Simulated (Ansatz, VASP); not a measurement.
# Two plane-wave programs on TiAl3

File INCAR:

```
ALGO = Normal ; EDIFF = 1E-7
ENCUT = 520 ; GGA = PE
ISIF = 2 ; ISMEAR = 0
LASPH = True ; LCHARG = True
LELF = True ; LREAL = False
LVHAR = True ; LWAVE = False
NBANDS = 18 ; NELM = 80
PREC = Accurate ; SIGMA = 0.1
```

KPOINTS

```
k-points
0
Gamma
  6 6 6
```

Contents of POSCAR:

```
TiAl3
1.0
   -1.9111067713      1.9111067713      4.2806687947
    1.9111067713     -1.9111067713      4.2806687947
    1.9111067713      1.9111067713     -4.2806687947
Ti Al
1 3
Direct
    0.0000000000      0.0000000000      0.0000000000
    0.5000000000      0.5000000000      0.0000000000
    0.7500000000      0.2500000000      0.5000000000
    0.2500000000      0.7500000000      0.5000000000
```

Input for Ansatz:

```yaml
crystal:
  lattice:
    - [-1.9111067713, 1.9111067713, 4.2806687947]
    - [1.9111067713, -1.9111067713, 4.2806687947]
    - [1.9111067713, 1.9111067713, -4.2806687947]
  atoms:
    - { symbol: Ti, position: [0.0, 0.0, 0.0] }
    - { symbol: Al, position: [0.5, 0.5, 0.0] }
    - { symbol: Al, position: [0.75, 0.25, 0.5] }
    - { symbol: Al, position: [0.25, 0.75, 0.5] }
basis:
  ecutwfc: 420
kpoints:
  mp_grid: { grid: [6, 6, 6] }
hamiltonian:
  xc: pbe
scf:
  occupations: { method: gaussian, width: 0.1 }
output:
  forces: true
  stress: true
  eigenvalues: true
```

The cell comes from a database or a generator and needn't be the stable form of this composition.

Alike in both runs: task single point; functional PBE; k mesh 6 × 6 × 6; occupations gaussian, width 0.1 eV; no spin polarisation.

|  | VASP | Ansatz |
| --- | --- | --- |
| version | VASP 6.6.1 | Ansatz 0.2.0 |
| potentials or method | VASP PAW PBE potentials, release 64 (Ti_sv, Al) | scalar-relativistic, plane waves, PAW |
| plane-wave cutoff (eV) | 520 | 420 |
| valence electrons in the cell | 21 | 21 |

|  | VASP | Ansatz | Ansatz less VASP |
| --- | --- | --- | --- |
| gap on the k mesh at the Fermi level (eV) | none | none | - |
| pressure (GPa) | 2.1 | 2.1 | +0.03 |
| largest component of the traceless stress (GPa) | 0.14 | 0.14 | -0.001 |

A gap of «none» marks a metal or a gap that the smearing closes. The functional is the same, so the differences come from potentials, cutoffs and numerics.

Caveats: the k mesh is coarse (spacing up to 0.39 Å⁻¹), so the values aren't converged.
